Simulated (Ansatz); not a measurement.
# BP, zinc blende: band edges under a change of volume

How fast do the gaps move when the cell is scaled evenly?

Calculated with Ansatz 0.2.0, PBEsol, PAW files of the set soft_1, cutoff 600 eV, Fermi–Dirac smearing 0.02 eV, k-mesh 11×11×11, no spin polarisation, no spin-orbit coupling.

Reference cell, relaxed at zero pressure with PBEsol (F-43m): a = 3.1961 Å, b = 3.1961 Å, c = 3.1961 Å, α = 60.00°, β = 60.00°, γ = 60.00°.

```csv
atom,x,y,z
P,0.7500,0.7500,0.7500
B,0.0000,0.0000,0.0000
```

Levels are read on the k-mesh and along lines from Γ to X = (0.5, 0, 0.5), L = (0.5, 0.5, 0.5), K = (0.375, 0.375, 0.75) and W = (0.5, 0.25, 0.75) in the reciprocal basis of this cell (the letters only name these points), and count from the highest filled level.

```csv
ln(V/V0),gap (eV),direct gap at Γ (eV),lowest empty along Γ–X (Γ left out) (eV),lowest empty at K (eV)
−0.0619,1.023,3.485,1.023,1.959
−0.0408,1.055,3.447,1.055,1.980
−0.0202,1.086,3.412,1.086,2.001
0.0000,1.116,3.380,1.116,2.020
0.0392,1.172,3.323,1.172,2.057
0.0583,1.198,3.297,1.198,2.073
```

**Question.** Fit the direct gap at Γ and give it at ln(V/V0) = 0.0198, a row left out above.

A straight line through the 6 rows: the means are −0.004233 for ln(V/V0) and 3.3907 for the level, Σ(Δx)² = 0.01073 and ΣΔxΔy = −0.01668, so the slope is −0.01668/0.01073 = −1.5544 and the intercept 3.3907 − (−1.5544)(−0.004233) = 3.3841.

The slope is the volume deformation potential of this gap, −1.55 eV, as a mean over the range. The line gives 3.353 eV. The run itself gives 3.351 eV, so the estimate misses by 0.002 eV; the fitted rows themselves lie up to 0.005 eV off the law.

The rows curve: the slope runs from −1.80 between the first two to −1.36 eV between the last two, so the line is a mean over the range.

The gap lies below the direct one at Γ in every row. Semilocal functionals give gaps that are too small, and the error differs from valley to valley, so the order of close valleys can be wrong too.

[Logs are printed without paths, hosts, clocks, repeated set-up lines and the standing remarks that a program may print on its own settings, such as how far it seeks lower states.]
